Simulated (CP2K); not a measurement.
# TiO2 in CP2K: the effect of functional

The system is TiO2.

```xyz
9
Lattice="5.2910 0.0000 0.0000 -2.6455 4.5821 0.0000 0.0000 0.0000 6.1330" Properties=species:S:1:pos:R:3 pbc="T T T"
Ti   -0.1593    4.5324    1.8398
Ti   -1.1169    2.0969    3.9760
Ti    1.4152    2.5626    6.1217
O     1.2870    1.4239    1.3749
O     3.4209    0.3493    3.4584
O     3.2446    2.7658    5.4039
O     0.6094    1.9284    4.8197
O    -1.2884    3.3026    2.7933
O     0.5241    3.9487    0.8773
```

The cell comes from a database or a generator and needn't be the stable form of this composition.

The cell isn't the ideal one: all atoms moved at random.

Alike in all runs:

```yaml
Program: CP2K 2026.2
Task: single point
Potentials_or_basis: POTENTIAL_UZH Ti GTH-PBE-q12, O GTH-PBE-q6; DZVP-MOLOPT-PBE-GTH basis
Density_cutoff: 11565 eV
k_mesh: 5 × 5 × 4
Occupations: fermi-dirac, width 0.05 eV
Spin: no spin polarisation
```

Task: One run gave: gap on the mesh 2.71 eV; pressure 0.2 GPa; largest force 33.43 eV/Å. Which functional did it use?
A. LDA
B. HLE16
C. HLE17
D. PBEsol
E. RPBE

Result: B.

| functional | gap on the mesh (eV) | pressure (GPa) | largest force (eV/Å) |
| --- | --- | --- | --- |
| LDA | 3.14 | 15.6 | 41.66 |
| PBEsol | 3.17 | 17.9 | 41.46 |
| rev-vdW-DF2 | 3.16 | 19.6 | 41.72 |
| HLE16 | 2.71 | 0.2 | 33.43 |
| RPBE | 3.18 | 22.8 | 41.34 |
| HLE17 | 3.03 | 6.8 | 37.54 |

Caveats: the potentials were made for another functional, which shifts forces and pressure; an odd mesh through Γ misses points on the zone boundary, where band edges often lie; the basis of atomic orbitals isn't converged, which shifts pressures, moduli and gaps; the potentials were made for a functional far from this one (some runs).

Runs at the PBE level aren't shown here.
